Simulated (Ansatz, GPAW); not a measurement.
## One calculation of CdTe, 3 ways

```
Te Cd
1.0
     0.00000    3.20500    3.20500
     3.20500    0.00000    3.20500
     3.20500    3.20500    0.00000
Te Cd
1 1
Direct
  0.75000 0.75000 0.75000
  0.00000 0.00000 0.00000
```

Alike in all runs: task single point; functional PBE; k mesh 7 × 7 × 7; occupations gaussian, width 0.015 eV; no spin polarisation; no spin-orbit coupling. Pressure is positive in compression and, in plane waves, holds the error of the finite cutoff, which Ansatz's Pulay term estimates and takes out.

```csv
program and potentials,plane-wave cutoff (eV),notes,pressure (GPa)
"Ansatz, Ansatz PAW",420,18 valence electrons an atom on average; Pulay term of +0.04 GPa included,4.24
"Ansatz, all-electron LAPW, scalar-relativistic",-,-,?
"GPAW, GPAW PAW data sets (gpaw-data 1.2.1)",600,9 valence electrons an atom on average,3.81
```

Task: Estimate from the other rows what the run with Ansatz, all-electron LAPW, scalar-relativistic gave.

Result: Pressure 4.26 GPa. The other rows, which needn't bracket it: pressure 3.81 to 4.24.
